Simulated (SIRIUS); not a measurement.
# Ni (Fm-3m) in SIRIUS: band structure with PBEint

Aim: the band structure of Ni with PBEint.

Everything below comes from runs of SIRIUS 7.12.0. Logs are shortened: lines on timing, memory, paths and dates and some standing lists are left out, and cuts for length are marked. The log counts tension as positive stress, the text compression.

### 1 Starting point

It takes space group Fm-3m (No. 225, cubic). Conventional cell: a = 3.475 Å, b = 3.475 Å, c = 3.475 Å, α = 90.00°, β = 90.00°, γ = 90.00°. Ni (site symmetry m-3m) is surrounded by 12 Ni at 2.46 Å.

### 2 Band structure, PBEint, non-collinear spin, zero start

Input file sirius.json:

```json
{
  "control": {
    "processing_unit": "cpu",
    "std_evp_solver_name": "lapack",
    "gen_evp_solver_name": "lapack",
    "verbosity": 2,
    "print_forces": true,
    "ortho_rf": true,
    "use_second_variation": true,
    "rmt_max": 3.0,
    "num_bands_to_print": 22,
    "save_wf": true
  },
  "parameters": {
    "electronic_structure_method": "full_potential_lapwlo",
    "xc_functionals": ["XC_GGA_X_PBEINT", "XC_GGA_C_PBEINT"],
    "core_relativity": "dirac",
    "valence_relativity": "zora",
    "num_fv_states": 22,
    "smearing": "gaussian",
    "smearing_width": 0.0018374661,
    "pw_cutoff": 20,
    "gk_cutoff": 3.09,
    "lmax_apw": 10,
    "lmax_rho": 8,
    "lmax_pot": 8,
    "num_mag_dims": 3,
    "auto_rmt": 0,
    "ngridk": [13, 13, 13],
    "shiftk": [0, 0, 0],
    "num_dft_iter": 80,
    "energy_tol": 1e-07,
    "density_tol": 1e-05,
    "use_symmetry": true
  },
  "settings": {"tol_ne": 1e-10},
  "iterative_solver": {"type": "exact"},
  "mixer": {"type": "anderson", "beta": 0.4, "max_history": 8},
  "unit_cell": {
    "lattice_vectors": [[0.0, 3.2835369649, 3.2835369649], [3.2835369649, 0.0, 3.2835369649], [3.2835369649, 3.2835369649, 0.0]],
    "atom_types": ["Ni"],
    "atom_files": {"Ni": "Ni.json"},
    "atoms": {"Ni": [[0.0, 0.0, 0.0, 0.0, 0.0, 0.0]]}
  }
}
```

Input file Ni.json:

```json
{
  "name": "nickel",
  "symbol": "Ni",
  "number": 28,
  "mass": 58.6934,
  "rmin": 1e-06,
  "rmt": 2.28,
  "nrmt": 800,
  "rinf": 14.89,
  "core": "1s2s2p",
  "valence": [
    {"basis": [{"enu": 0.09, "dme": 0, "n": 0, "auto": 0}, {"enu": 0.09, "dme": 1, "n": 0, "auto": 0}]},
    {"l": 0, "n": 1, "basis": [{"enu": 0.19, "dme": 0, "n": 0, "auto": 0}]},
    {"l": 1, "n": 2, "basis": [{"enu": 0.19, "dme": 0, "n": 0, "auto": 0}]},
    {"l": 2, "n": 3, "basis": [{"enu": 0.179, "dme": 0, "n": 0, "auto": 0}]},
    {"l": 3, "n": 4, "basis": [{"enu": 0.19, "dme": 0, "n": 0, "auto": 0}]}
  ],
  "lo": [
    {"l": 0, "basis": [{"enu": 0.19, "dme": 0, "n": 0, "auto": 0}, {"enu": 0.19, "dme": 1, "n": 0, "auto": 0}]},
    {
      "l": 0,
      "basis": [{"enu": -3.6466, "dme": 0, "n": 3, "auto": 1}, {"enu": -3.6466, "dme": 1, "n": 3, "auto": 1}]
    },
    {
      "l": 0,
      "basis": [{"enu": -3.6466, "dme": 1, "n": 3, "auto": 1}, {"enu": 0.19, "dme": 0, "n": 0, "auto": 0}]
    },
    {"l": 0, "basis": [{"enu": 0.19, "dme": 0, "n": 0, "auto": 0}, {"enu": 3.2679, "dme": 0, "n": 0, "auto": 0}]},
    {"l": 1, "basis": [{"enu": 0.19, "dme": 0, "n": 0, "auto": 0}, {"enu": 0.19, "dme": 1, "n": 0, "auto": 0}]},
    {
      "l": 1,
      "basis": [{"enu": -2.2109, "dme": 0, "n": 3, "auto": 1}, {"enu": -2.2109, "dme": 1, "n": 3, "auto": 1}]
    },
    {
      "l": 1,
      "basis": [{"enu": -2.2109, "dme": 1, "n": 3, "auto": 1}, {"enu": 0.19, "dme": 0, "n": 0, "auto": 0}]
    },
    {"l": 1, "basis": [{"enu": 0.19, "dme": 0, "n": 0, "auto": 0}, {"enu": 3.7296, "dme": 0, "n": 0, "auto": 0}]},
    {"l": 2, "basis": [{"enu": 0.179, "dme": 0, "n": 0, "auto": 0}, {"enu": 0.179, "dme": 1, "n": 0, "auto": 0}]},
    {"l": 2, "basis": [{"enu": 0.179, "dme": 1, "n": 0, "auto": 0}, {"enu": 0.179, "dme": 2, "n": 0, "auto": 0}]},
    {"l": 2, "basis": [{"enu": 0.179, "dme": 0, "n": 0, "auto": 0}, {"enu": 3.18, "dme": 0, "n": 0, "auto": 0}]},
    {"l": 3, "basis": [{"enu": 0.19, "dme": 0, "n": 0, "auto": 0}, {"enu": 0.19, "dme": 1, "n": 0, "auto": 0}]},
    {"l": 3, "basis": [{"enu": 0.19, "dme": 0, "n": 0, "auto": 0}, {"enu": 3.5372, "dme": 0, "n": 0, "auto": 0}]}
  ],
  "free_atom": [... radial grid and density of the free atom, the start of the SCF ...]
}
```

Input file sirius_start.json:

```json
{
  "control": {
    "processing_unit": "cpu",
    "std_evp_solver_name": "lapack",
    "gen_evp_solver_name": "lapack",
    "verbosity": 1,
    "print_forces": false,
    "ortho_rf": true,
    "use_second_variation": true,
    "rmt_max": 3.0,
    "num_bands_to_print": 22,
    "save_wf": false
  },
  "parameters": {
    "electronic_structure_method": "full_potential_lapwlo",
    "xc_functionals": ["XC_LDA_X", "XC_LDA_C_PW"],
    "core_relativity": "dirac",
    "valence_relativity": "zora",
    "num_fv_states": 22,
    "smearing": "fermi_dirac",
    "smearing_width": 0.0055123983,
    "pw_cutoff": 20,
    "gk_cutoff": 2.47,
    "lmax_apw": 10,
    "lmax_rho": 8,
    "lmax_pot": 8,
    "num_mag_dims": 3,
    "auto_rmt": 0,
    "ngridk": [5, 5, 5],
    "shiftk": [0, 0, 0],
    "num_dft_iter": 30,
    "energy_tol": 0.01,
    "density_tol": 0.05,
    "use_symmetry": true
  },
  "settings": {"tol_ne": 1e-10},
  "iterative_solver": {"type": "exact"},
  "mixer": {"type": "anderson", "beta": 0.4, "max_history": 8},
  "unit_cell": {
    "lattice_vectors": [[0.0, 3.2835369649, 3.2835369649], [3.2835369649, 0.0, 3.2835369649], [3.2835369649, 3.2835369649, 0.0]],
    "atom_types": ["Ni"],
    "atom_files": {"Ni": "Ni.json"},
    "atoms": {"Ni": [[0.0, 0.0, 0.0, 0.0, 0.0, 0.0]]}
  }
}
```

Input file sirius_bands.json:

```json
{
  "control": {
    "processing_unit": "cpu",
    "std_evp_solver_name": "lapack",
    "gen_evp_solver_name": "lapack",
    "verbosity": 2,
    "print_forces": true,
    "ortho_rf": true,
    "use_second_variation": true,
    "rmt_max": 3.0,
    "num_bands_to_print": 22,
    "save_wf": true
  },
  "parameters": {
    "electronic_structure_method": "full_potential_lapwlo",
    "xc_functionals": ["XC_GGA_X_PBEINT", "XC_GGA_C_PBEINT"],
    "core_relativity": "dirac",
    "valence_relativity": "zora",
    "num_fv_states": 22,
    "smearing": "gaussian",
    "smearing_width": 0.0018374661,
    "pw_cutoff": 20,
    "gk_cutoff": 3.09,
    "lmax_apw": 10,
    "lmax_rho": 8,
    "lmax_pot": 8,
    "num_mag_dims": 3,
    "auto_rmt": 0,
    "ngridk": [13, 13, 13],
    "shiftk": [0, 0, 0],
    "num_dft_iter": 80,
    "energy_tol": 1e-07,
    "density_tol": 1e-05,
    "use_symmetry": true
  },
  "settings": {"tol_ne": 1e-10},
  "iterative_solver": {"type": "exact"},
  "mixer": {"type": "anderson", "beta": 0.4, "max_history": 8},
  "unit_cell": {
    "lattice_vectors": [[0.0, 3.2835369649, 3.2835369649], [3.2835369649, 0.0, 3.2835369649], [3.2835369649, 3.2835369649, 0.0]],
    "atom_types": ["Ni"],
    "atom_files": {"Ni": "Ni.json"},
    "atoms": {"Ni": [[0.0, 0.0, 0.0, 0.0, 0.0, 0.0]]}
  },
  "kpoints_rel": {
    "G": [0.0, 0.0, 0.0],
    "K": [0.375, 0.375, 0.75],
    "L": [0.5, 0.5, 0.5],
    "U": [0.625, 0.25, 0.625],
    "W": [0.5, 0.25, 0.75],
    "X": [0.5, 0.0, 0.5]
  },
  "kpoints_path": ["G", "X", "W", "K", "G", "L", "U", "W", "L", "K"]
}
```

Potentials or basis: all-electron FP-LAPW (ZORA valence), apw+lo standard.

Run with:

```bash
OMP_NUM_THREADS=1 sirius.scf --input=sirius_start.json --output=start.json
OMP_NUM_THREADS=1 sirius.scf --input=sirius.json --output=output.json --task=1
OMP_NUM_THREADS=1 sirius.scf --input=sirius_bands.json --output=bands_out.json --task=2
```

Output:

```text
[info] SIRIUS version : 7.12.0
[info] number of MPI ranks           : 1
[info] MPI grid                      : 1 1
[info] maximum number of OMP threads : 1
[fft] FFT context for density and potential
[fft] =====================================
[fft]   plane wave cutoff                     : 20
[fft]   grid size                             : 32 32 32   total : 32768
[fft]   grid limits                           : -15 16   -15 16   -15 16
[fft]   number of G-vectors within the cutoff : 9577
[fft]   number of G-shells                    : 292
[fft] FFT context for coarse grid
[fft] =====================================
[fft]   plane wave cutoff                     : 6.18
[fft]   grid size                             : 12 12 12   total : 1728
[fft]   grid limits                           : -5 6   -5 6   -5 6
[fft]   number of G-vectors within the cutoff : 283
[fft]   number of G-shells                    : 17
[unit cell] lattice vectors
[unit cell]   a1 :       0.0000000000      3.2835369649      3.2835369649
[unit cell]   a2 :       3.2835369649      0.0000000000      3.2835369649
[unit cell]   a3 :       3.2835369649      3.2835369649      0.0000000000
[unit cell] reciprocal lattice vectors
[unit cell]   b1 :      -0.9567709111      0.9567709111      0.9567709111
[unit cell]   b2 :       0.9567709111     -0.9567709111      0.9567709111
[unit cell]   b3 :       0.9567709111      0.9567709111     -0.9567709111
[unit cell] unit cell volume :        70.80366279 [a.u.^3]
[unit cell] 1/sqrt(omega)    :         0.11884260
[unit cell] MT volume        :        49.64701596 (70.12%)
[unit cell] IT volume        :        21.15664683 (29.88%)
[unit cell] number of atom types : 1
[unit cell] type id : 0 symbol : Ni mt_radius :   2.280000 num_atoms : 1
[unit cell] total number of atoms : 1
[unit cell] number of symmetry classes : 1
[unit cell] atom id  type id  class id             position                      vector_field
[unit cell] ------------------------------------------------------------------------------------------
[unit cell]      0        0        0      0.00000   0.00000   0.00000      0.00000   0.00000   0.00000
[unit cell] atom id         position (Cartesian, a.u.)
[unit cell] ---------------------------------------------
[unit cell]      0       0.000000    0.000000    0.000000
[unit cell] class id : 0 atom id : 0
[unit cell] minimum bond length:     4.643623
[... 323 lines left out ...]
[diagonalize] ik:   80   -3.510377   -3.510377   -2.060963   -2.060963   -2.059404   -2.059404   -2.056715   -2.056715    0.145269    0.145269    0.166582    0.166582    0.167024    0.167024    0.238923    0.238923    0.265638    0.265638    0.425376    0.425376    0.625691    0.625691
[diagonalize] ik:   81   -3.510263   -3.510263   -2.061797   -2.061797   -2.058682   -2.058682   -2.057545   -2.057545    0.125566    0.125566    0.143916    0.143916    0.209037    0.209037    0.252505    0.252505    0.277151    0.277151    0.448240    0.448240    0.664607    0.664607
[diagonalize] ik:   82   -3.510250   -3.510250   -2.061180   -2.061180   -2.059484   -2.059484   -2.057487   -2.057487    0.134356    0.134356    0.152238    0.152238    0.193192    0.193192    0.244400    0.244400    0.276985    0.276985    0.511162    0.511162    0.595490    0.595490
[diagonalize] ik:   83   -3.510256   -3.510256   -2.060676   -2.060676   -2.059893   -2.059893   -2.057517   -2.057517    0.139177    0.139177    0.164466    0.164466    0.176248    0.176248    0.240248    0.240248    0.277259    0.277259    0.520135    0.520135    0.595187    0.595187
[generate_core_charge_density] atom class : 0
[generate_core_charge_density]   n,l,k : 1 0 1  energy :        -300.90970232
[generate_core_charge_density]   n,l,k : 2 0 1  energy :         -35.47296893
[generate_core_charge_density]   n,l,k : 2 1 1  energy :         -30.87559736
[generate_core_charge_density]   n,l,k : 2 1 2  energy :         -30.23392028
[find] total moment          : [  0.00000,   0.00000,   0.00000], magnitude : 0.000000
[find] Total energy                   :   -1519.60863590 (Ha),   -3039.21727179 (Ry)
[find] iteration : 1, RMS (target) : 7.9705e-02 (1.0000e-05) , energy difference (target) : 1.6275e-05 (1.0000e-07)
[find] total moment          : [  0.00000,   0.00000,   0.00000], magnitude : 0.000000
[find] Total energy                   :   -1519.60860591 (Ha),   -3039.21721182 (Ry)
[find] iteration : 2, RMS (target) : 1.6119e-02 (1.0000e-05) , energy difference (target) : 2.9988e-05 (1.0000e-07)
[find] total moment          : [  0.00000,   0.00000,   0.00000], magnitude : 0.000000
[find] Total energy                   :   -1519.60861547 (Ha),   -3039.21723094 (Ry)
[find] iteration : 3, RMS (target) : 2.7597e-03 (1.0000e-05) , energy difference (target) : -9.5610e-06 (1.0000e-07)
[find] total moment          : [  0.00000,   0.00000,   0.00000], magnitude : 0.000000
[find] Total energy                   :   -1519.60861126 (Ha),   -3039.21722252 (Ry)
[find] iteration : 4, RMS (target) : 3.3369e-04 (1.0000e-05) , energy difference (target) : 4.2110e-06 (1.0000e-07)
[find] total moment          : [  0.00000,   0.00000,   0.00000], magnitude : 0.000000
[... 17 lines left out ...]
[find] valence_eval_sum               :     -17.30375986
[find] core_eval_sum                  :    -855.36113774
[find] kinetic energy                 :    1543.48031732
[find] enuc                           :   -1833.46484931
[find] <rho|V^{XC}>                   :     -81.60503647
[find] <rho|E^{XC}>                   :     -62.35398794
[find] <mag|B^{XC}>                   :       0.00000000
[find] <rho|V^{H}>                    :   -2334.54017845
[find] smearing (-TS)                 :      -0.00018936
[find] SCF correction                 :      -0.00000222
[find] Total energy                   :   -1519.60861136 (Ha),   -3039.21722272 (Ry)
[find] Free energy (E-TS)             :   -1519.60880072 (Ha),   -3039.21760144 (Ry)
[find] band gap (eV)                  :       0.00000000
[find] Efermi                         :       0.28140379
[find] iteration : 7, RMS (target) : 4.4227e-07 (1.0000e-05) , energy difference (target) : 2.9422e-09 (1.0000e-07)
[find] converged after 8 SCF iterations!
[find] Charges and magnetic moments
[find] --------------------------------------------------------------------------------
[find] atom      charge    core leakage                 moment                |moment|
[find] --------------------------------------------------------------------------------
[find]    0   27.147136    2.776343e-13  [  0.00000,   0.00000,   0.00000]    0.000000
[find] total core leakage    : 2.77634332e-13
[find] interstitial charge   : 0.852864
[find] interstitial moment   : [  0.00000,   0.00000,   0.00000], magnitude : 0.000000
[find] total charge          : 27.999999
[find] total moment          : [  0.00000,   0.00000,   0.00000], magnitude : 0.000000
[find] Energy
[find] --------------------------------------------------------------------------------
[find] valence_eval_sum               :     -17.30375986
[find] core_eval_sum                  :    -855.36113774
[find] kinetic energy                 :    1543.48031732
[find] enuc                           :   -1833.46484931
[find] <rho|V^{XC}>                   :     -81.60503647
[find] <rho|E^{XC}>                   :     -62.35398794
[find] <mag|B^{XC}>                   :       0.00000000
[find] <rho|V^{H}>                    :   -2334.54017845
[find] smearing (-TS)                 :      -0.00018936
[find] SCF correction                 :      -0.00000222
[find] Total energy                   :   -1519.60861136 (Ha),   -3039.21722272 (Ry)
[find] Free energy (E-TS)             :   -1519.60880072 (Ha),   -3039.21760144 (Ry)
[find] band gap (eV)                  :       0.00000000
[find] Efermi                         :       0.28140379
[ground_state]
[ground_state] ==== total Forces in Ha/bohr =====
[ground_state] atom:    0, force:       0.0000000      0.0000000      0.0000000
[ground_state] ==== contribution from density =====
[ground_state] atom:    0, force:       0.0000000      0.0000000      0.0000000
[ground_state] ==== contribution from Hartree potential =====
[ground_state] atom:    0, force:       0.0000000      0.0000000      0.0000000
[ground_state] ==== contribution from IBS =====
[ground_state] atom:    0, force:       0.0000000      0.0000000      0.0000000
```

Run time: 31 s. Hardware: 1 thread of Arm Neoverse V2, shared host; peak memory 0.72 GiB.

The run converged, but some of its settings lie outside the range that counts as converged (typed here: core_kr = 13; rk_scale = 0.8), so its numbers aren't taken as properties of the crystal.

What came out:

| Quantity | Value |
| --- | --- |
| Free energy | -41350.6620 eV |
| Band gap along the path | none (metal or under the smearing width) |
| Net moment | 0.00 μB per cell |
| All electrons inside the program's atomic spheres | Ni 27.15 (radii Ni 2.28 bohr) |
